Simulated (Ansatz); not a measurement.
# HfB2 (P6/mmm) in Ansatz: notebook

One crystal, HfB2, is run at these levels: PBEsol; tasks: band structure.

Everything below comes from runs of Ansatz 0.2.0. Logs are shortened: lines on timing, memory, paths and dates and some standing lists are left out, and cuts for length are marked.

## Step 1: The cell of the first run

It takes space group P6/mmm (No. 191, hexagonal). The conventional cell has a = 3.140 Å, b = 3.140 Å, c = 3.480 Å, α = 90.00°, β = 90.00°, γ = 120.00°. Hf (site symmetry 6/mmm) has 12 B at 2.51 Å as nearest neighbours. B (site symmetry -6m2) is surrounded by 3 B at 1.81 Å.

## Step 2: Band structure, PBEsol (strain_xy = 0)

Contents of input.yaml:

```yaml
crystal:
  lattice:
    - [3.14, 0.0, 0.0]
    - [-1.57, 2.7193197679, 0.0]
    - [0.0, 0.0, 3.48]
  atoms:
    - { symbol: Hf, position: [0.0, 0.0, 0.0] }
    - { symbol: B, position: [0.6666666667, 0.3333333333, 0.5] }
    - { symbol: B, position: [0.3333333333, 0.6666666667, 0.5] }
kpoints:
  mp_grid: { grid: [10, 10, 8] }
  band_path:
    path:
      - [0.0, 0.0, 0.0]
      - [0.5, 0.0, 0.0]
      - [0.3333333333, 0.3333333333, 0.0]
      - [0.0, 0.0, 0.0]
      - [0.0, 0.0, 0.5]
      - [0.5, 0.0, 0.5]
      - [0.3333333333, 0.3333333333, 0.5]
      - [0.0, 0.0, 0.5]
    npoints: 6
scf:
  occupations: { method: fermi_dirac, width: 0.05 }
hamiltonian:
  xc: pbesol
  pseudopotentials: { kind: all_electron, lapw: { basis_error: 0.002 } }
output:
  forces: true
  stress: true
  eigenvalues: true
```

Potentials or basis: all-electron LAPW, scalar-relativistic.

Launch:

```bash
$ ansatz run input.yaml --threads 2 --pin off --max-ram 8192MiB --backend cpu --events-out ev --progress --plain --runs-dir out
```

Log:

```text
Warning: RAYON_NUM_THREADS=2 ignored (pool sized by the plan → 2); use --threads N
LAPW: plane waves up to 8.265 Å⁻¹, error target 2.0e-3 eV per atom; small_component_spin mean_spin; B in spheres of 0.906 Å, 5 of its electrons in bands, Dirac shells []; Hf in spheres of 1.408 Å, 42 of its electrons in bands, Dirac shells [] (how accurate: hamiltonian.pseudopotentials.lapw.basis_error, Limitations)
Engine: ansatz 0.2.0, x86_64-unknown-linux-gnu
Pseudopotentials: kind: all_electron
Pseudopotential: Hf, LAPW, valence charge 42, lapw/all_electron/scalar/gaussian/Hf, Koelling and Harmon's equation, gaussian nucleus
Pseudopotential: B, LAPW, valence charge 5, lapw/all_electron/scalar/gaussian/B, Koelling and Harmon's equation, gaussian nucleus
Functional definition: PBEsol
  exchange = pbesol_x
  correlation = pbesol_c
Crystal: 3 atoms, lattice volume = 29.715 Å³
Basis set: ecut = 260.2738753119914 eV, 291 PW (Γ), exchange–correlation at level 2
Bands: 32, of which v1, the nominal top of the filled ones, is band 26 counted from 1 (25 counted from 0)
Symmetry: 24 space group operations
Space group: P6/mmm (ITA 191), of the structure as read, at distance tolerance 3.1e-5 Å
k-points: 70 of 800
Non-local potential: Hf, projectors of the file, none
Non-local potential: B, projectors of the file, none
Initial density: superposition of atomic densities (chi_scale 0.1, normalization cell, long waves kept (reshape's long-wave potential 0.00 eV rms))
Initial wavefunctions: plane waves of lowest kinetic energy (no species holds an atomic orbital)
Functional: x = pbesol(κ = 0.804, μ = 0.12345679012345678), c = pbesol(β = 0.046)
iter 1 solved again at ethr=5.97e-3 eV; its pass at ethr=1.00e-1 eV (dr2=3.11e0 eV) is discarded
SCF iter   1: F=—  HF=-411477.364621 eV  |F-HF|=—  |Δ(HF+E_count)|=         —  Δρ=7.44e-2  dr2=3.11e0  ethr=5.97e-3  ⟨swp⟩=2.0  Hψ=13900  notcnv=0
preconditioner: auto → Kerker (q_TF=auto, 2.995 Å⁻¹)  [metal: Δε(μ)=0.122 eV  Ē_g=17.560 eV  σ=0.050 eV  W_gap=0.46  n_scr=20 (ndim 8)  ℏωp=37.3 eV  f_vac=0.000  D(μ)=0.35/eV (n_scr^D=0)]
SCF iter   2: F=—  HF=-411476.359868 eV  |F-HF|=—  |Δ(HF+E_count)|=    1.00e0  Δρ=3.82e-2  dr2=8.38e-1  ethr=5.97e-3  ⟨swp⟩=2.6  Hψ=6322  notcnv=0
preconditioner: auto → Resta (q_TF=auto, 2.995 Å⁻¹)  ε∞=5.0  [insulator: Δε(μ)=0.255 eV  Ē_g=18.754 eV  σ=0.050 eV  W_gap=0.69  n_scr=20 (ndim 8)  ℏωp=37.3 eV  f_vac=0.000  D(μ)=0.30/eV (n_scr^D=0)  ε∞_Penn≈5.0]
SCF iter   3: F=—  HF=-411476.163051 eV  |F-HF|=—  |Δ(HF+E_count)|=   1.97e-1  Δρ=1.80e-2  dr2=1.86e-1  ethr=1.61e-3  ⟨swp⟩=2.7  Hψ=6640  notcnv=0
SCF iter   4: F=—  HF=-411476.068768 eV  |F-HF|=—  |Δ(HF+E_count)|=         —  Δρ=7.89e-3  dr2=3.18e-2  ethr=3.58e-4  ⟨swp⟩=2.2  Hψ=6810  notcnv=0
the basis was enlarged: its passes take 134.2 KiB over the memory plan, 2 of 2 planned eigensolver slots
iter 5 solved again at ethr=5.91e-6 eV; its pass at ethr=6.11e-5 eV (dr2=3.07e-3 eV) is discarded
SCF iter   5: F=—  HF=-411476.061483 eV  |F-HF|=—  |Δ(HF+E_count)|=   7.28e-3  Δρ=2.53e-3  dr2=3.07e-3  ethr=5.91e-6  ⟨swp⟩=2.0  Hψ=11004  notcnv=0
SCF iter   6: F=—  HF=-411476.060989 eV  |F-HF|=—  |Δ(HF+E_count)|=   4.94e-4  Δρ=7.25e-4  dr2=2.44e-4  ethr=5.90e-6  ⟨swp⟩=2.0  Hψ=6376  notcnv=0
SCF iter   7: F=—  HF=-411476.060975 eV  |F-HF|=—  |Δ(HF+E_count)|=   1.44e-5  Δρ=9.95e-5  dr2=3.16e-6  ethr=4.69e-7  ⟨swp⟩=2.0  Hψ=6379  notcnv=0
SCF iter   8: F=—  HF=-411476.060974 eV  |F-HF|=—  |Δ(HF+E_count)|=   1.11e-6  Δρ=1.91e-5  dr2=1.06e-7  ethr=6.07e-9  ⟨swp⟩=3.0  Hψ=6598  notcnv=0
SCF iter   9: F=-411476.060974 eV  HF=-411476.060974 eV  |F-HF|=1.92e-9  |Δ(HF+E_count)|=   4.13e-9  Δρ=4.75e-6  dr2=6.84e-9  ethr=2.04e-10  ⟨swp⟩=2.0  Hψ=6374  notcnv=0
SCF 1 converged in 9 iterations: F = -411476.060974 eV  dr2 = 6.84e-9
NSCF: frozen V_eff on 43 k-points
SCF converged after 9 iterations
Free energy (F): -411476.060974 eV
Harris-Foulkes:  -411476.060974 eV  (|F-HF|=1.92e-9)
Internal energy: -411476.058379 eV  (E = F + TS)
E sigma→0 (E₀):  -411476.059676 eV
Entropy (-TS):   -0.002595 eV (-0.865 meV/atom)
Fermi energy:    20.662512 eV
--- Per-component energies (eV) ---
  E_band       = -4383.088178
  E_kinetic    = 457641.186656
  E_xc         = -8508.924367
  E_electrostatic = -860608.320668  (all electrons and nuclei)
  E_smearing   = -0.002595  (= −TS)
  E_closure    = 0.000000  (closes the sum)
  E_atoms      = -411450.748255  (free atoms, spherical and without spin; not in F)
  Σ components = -411476.060974   (vs F -411476.060974, Δ=0.00e0)
  Basis errors (estimates in eV, not in F): energy 9.0e-4 per atom: plane waves 8.0e-4 (4.2e-4 summed), levels above the bands 2.1e-48, relativity 2.9e-8, radial functions 9.1e-5, core shells 4.6e-8; eigenvalues (radial functions only) 7.5e-6; not estimated: angular momenta, meshes, grids; target (lapw.basis_error) 2.0e-3; muffin-tin radii B 0.906 Å, Hf 1.408 Å
--- Forces (eV/Å), atoms counted from 1 ---
  atom   1  Hf    -0.00000000     0.00000000     0.00000000
  atom   2  B      0.00000000     0.00000000     0.00000000
  atom   3  B      0.00000000    -0.00000000     0.00000000
  max |Σ_I F_I| component: 1.85e-17 eV/Å
--- Stress (GPa, compression-positive) ---
       -3.988113       0.000000       0.000000
        0.000000      -3.988113       0.000000
        0.000000       0.000000      -4.808404
  P = ⅓ Tr σ = -4.2615 GPa (-42.615 kbar)
--- Band table (eV; the first three rows and the last of 70) ---
  k-point 0: bands = ["-352.1395", "-352.1146", "-352.1146", "-180.2126", "-180.2093", "-180.2093", "-180.1877", "-180.1877", "-151.6338", "-151.6227", "-40.9621", "-9.8326", "-9.3502", "-9.3502", "7.0621", "9.0569", "9.0706", "9.0882", "9.0882", "9.0893", "9.0893", "9.1810", "17.7262", "17.8738", "17.8738", "18.0701", "24.7439", "24.7439", "25.4042", "25.4042", "25.8003", "25.8003"]
  k-point 1: bands = ["-352.1395", "-352.1146", "-352.1146", "-180.2126", "-180.2093", "-180.2093", "-180.1877", "-180.1877", "-151.6338", "-151.6227", "-40.9611", "-9.8745", "-9.3472", "-9.3472", "7.3087", "9.0545", "9.0705", "9.0861", "9.0861", "9.0914", "9.0914", "9.1810", "16.2868", "18.0352", "18.0352", "19.4246", "23.4223", "23.4223", "24.8891", "24.8891", "25.8881", "27.5040"]
  k-point 2: bands = ["-352.1395", "-352.1146", "-352.1146", "-180.2126", "-180.2093", "-180.2093", "-180.1877", "-180.1877", "-151.6337", "-151.6227", "-40.9586", "-9.9737", "-9.3399", "-9.3399", "7.9890", "9.0519", "9.0704", "9.0785", "9.0785", "9.0991", "9.0991", "9.1810", "14.6511", "18.5018", "18.5018", "20.9073", "22.1324", "22.1324", "23.7000", "23.7000", "25.9079", "28.3441"]
  k-point 69: bands = ["-352.1395", "-352.1146", "-352.1146", "-180.2126", "-180.2093", "-180.2093", "-180.1877", "-180.1877", "-151.6289", "-151.6275", "-40.9009", "-9.9153", "-9.9094", "-9.7680", "9.0591", "9.0709", "9.0810", "9.0865", "9.0886", "9.1016", "9.1536", "11.2458", "12.2402", "15.3331", "17.4889", "17.5819", "25.1985", "26.2754", "27.2556", "27.7454", "27.9637", "28.5848"]
```

Wall time 4.9 s (2 threads of AMD EPYC 9R45 (Zen 5), shared host); peak memory 0.39 GiB.

What came out:

```yaml
Free_energy: -411476.0610 eV
Pressure: -4.3 GPa
Band_gap_along_the_path: none (metal or under the smearing width)
```

Stress tensor (GPa, compression positive):
```
-3.99  0.00  0.00
 0.00 -3.99  0.00
 0.00  0.00 -4.81
```

Levels at the corners of the path, in eV from the Fermi level:
```
point  band 22  band 23  band 24  band 25  band 26  band 27  band 28  band 29  band 30  band 31
    Γ   -11.48    -2.94    -2.79    -2.79    -2.59     4.08     4.08     4.74     4.74     5.14
    M    -9.65    -8.81    -4.03    -3.25    -2.79     2.31     2.79     5.66     5.79     6.43
    K    -8.09    -8.09    -7.64    -2.48    -2.48     1.84     1.84     3.53     9.51     9.51
    Γ   -11.48    -2.94    -2.79    -2.79    -2.59     4.08     4.08     4.74     4.74     5.14
    A   -11.12    -8.26    -1.00    -1.00     0.39     0.39     1.06     1.06     2.30     5.28
    L   -10.19    -7.30    -4.85    -4.62    -2.54     4.18     4.21     6.32     7.29     7.44
    H    -8.95    -8.95    -5.37    -3.05    -3.05     4.50     5.49     7.03     7.03     7.44
    A   -11.12    -8.26    -1.00    -1.00     0.39     0.39     1.06     1.06     2.30     5.28
```

Caveat: spin-orbit coupling is left out, which moves the levels of the heavy elements.

## Step 3: Band structure, PBEsol, 9.13 Å³/atom (strain_xy = -0.04)

input.yaml: that of step 2 with these lines changed.

```diff
@@ -2,4 +2,4 @@
   lattice:
-    - [3.14, 0.0, 0.0]
-    - [-1.57, 2.7193197679, 0.0]
+    - [3.0144, 0.0, 0.0]
+    - [-1.5072, 2.6105469772, 0.0]
     - [0.0, 0.0, 3.48]
```

Potentials or basis: all-electron LAPW, scalar-relativistic.

Launch:

```bash
$ ansatz run input.yaml --threads 2 --pin off --max-ram 8192MiB --backend cpu --events-out ev --progress --plain --runs-dir out
```

Log:

```text
Warning: RAYON_NUM_THREADS=2 ignored (pool sized by the plan → 2); use --threads N
LAPW: plane waves up to 8.604 Å⁻¹, error target 2.0e-3 eV per atom; small_component_spin mean_spin; B in spheres of 0.870 Å, 5 of its electrons in bands, Dirac shells []; Hf in spheres of 1.365 Å, 42 of its electrons in bands, Dirac shells [] (how accurate: hamiltonian.pseudopotentials.lapw.basis_error, Limitations)
[... 3 set-up lines as earlier in the session ...]
[... 56 lines left out ...]
  P = ⅓ Tr σ = 20.2989 GPa (202.989 kbar)
--- Band table (eV; the first three rows and the last of 70) ---
  k-point 0: bands = ["-350.1179", "-350.0893", "-350.0893", "-178.1875", "-178.1837", "-178.1837", "-178.1594", "-178.1594", "-149.3665", "-149.3478", "-38.9850", "-7.9575", "-7.2606", "-7.2606", "8.3454", "11.0593", "11.0674", "11.1038", "11.1038", "11.1106", "11.1106", "11.2225", "19.0783", "19.5358", "19.7878", "19.7878", "26.9662", "26.9662", "27.2387", "27.2387", "28.2489", "28.2489"]
  k-point 1: bands = ["-350.1179", "-350.0893", "-350.0893", "-178.1875", "-178.1837", "-178.1837", "-178.1594", "-178.1594", "-149.3665", "-149.3478", "-38.9839", "-8.0048", "-7.2576", "-7.2576", "8.6100", "11.0569", "11.0672", "11.1000", "11.1000", "11.1140", "11.1140", "11.2226", "17.7116", "19.9509", "19.9509", "20.8175", "25.6878", "25.6878", "26.7368", "26.7368", "28.8233", "29.9209"]
  k-point 2: bands = ["-350.1179", "-350.0893", "-350.0893", "-178.1875", "-178.1837", "-178.1837", "-178.1594", "-178.1594", "-149.3665", "-149.3478", "-38.9812", "-8.1166", "-7.2501", "-7.2501", "9.3401", "11.0532", "11.0668", "11.0911", "11.0911", "11.1222", "11.1222", "11.2226", "16.0939", "20.4229", "20.4229", "22.2513", "24.3837", "24.3837", "25.5669", "25.5669", "28.6571", "31.3561"]
  k-point 69: bands = ["-350.1179", "-350.0893", "-350.0893", "-178.1875", "-178.1837", "-178.1837", "-178.1594", "-178.1594", "-149.3583", "-149.3560", "-38.8848", "-8.0899", "-7.9778", "-7.8835", "11.0564", "11.0700", "11.0907", "11.1022", "11.1047", "11.1107", "11.1852", "12.7267", "13.7818", "16.8307", "19.3662", "19.3762", "26.9429", "28.9389", "29.7933", "30.0593", "30.2118", "30.7754"]
```

bands.tsv:

```text
# k_distance	band_0	band_1	band_2	band_3	band_4	band_5	band_6	band_7	band_8	band_9	band_10	band_11	band_12	band_13	band_14	band_15	band_16	band_17	band_18	band_19	band_20	band_21	band_22	band_23	band_24	band_25	band_26	band_27	band_28	band_29	band_30	band_31
[... 55 lines left out ...]
7.478383	-372.509773	-372.481230	-372.481230	-200.579401	-200.575634	-200.575634	-200.551263	-200.551263	-171.758387	-171.739733	-61.369266	-30.661543	-29.631459	-29.631459	-11.555091	-11.325675	-11.313188	-11.313188	-11.257681	-11.257681	-11.219225	-11.169243	-8.592159	-0.782930	-0.782930	0.896467	0.896467	1.190047	1.190047	1.748529	6.059722	9.129826
```

Run time: 4.5 s. Hardware: 2 threads of AMD EPYC 9R45 (Zen 5), shared host; peak memory 0.4 GiB.

What came out:

- Free energy: -411475.9062 eV
- Pressure: 20.3 GPa
- Band gap along the path: none (metal or under the smearing width)

Caveat: spin-orbit coupling is left out, which moves the levels of the heavy elements.

## Step 4: Band structure, PBEsol, 9.51 Å³/atom (strain_xy = -0.02)

input.yaml: that of step 3 with these lines changed.

```diff
@@ -2,4 +2,4 @@
   lattice:
-    - [3.0144, 0.0, 0.0]
-    - [-1.5072, 2.6105469772, 0.0]
+    - [3.0772, 0.0, 0.0]
+    - [-1.5386, 2.6649333725, 0.0]
     - [0.0, 0.0, 3.48]
```

Launch:

```bash
$ ansatz run input.yaml --threads 2 --pin off --max-ram 8192MiB --backend cpu --events-out ev --progress --plain --runs-dir out
```

Wall time 4.7 s (2 threads of AMD EPYC 9R45 (Zen 5), shared host); peak memory 0.39 GiB.

It converged, with:

```yaml
Free_energy: -411476.0394 eV
Pressure: 6.9 GPa
Band_gap_along_the_path: none (metal or under the smearing width)
```

Caveat: spin-orbit coupling is left out, which moves the levels of the heavy elements.
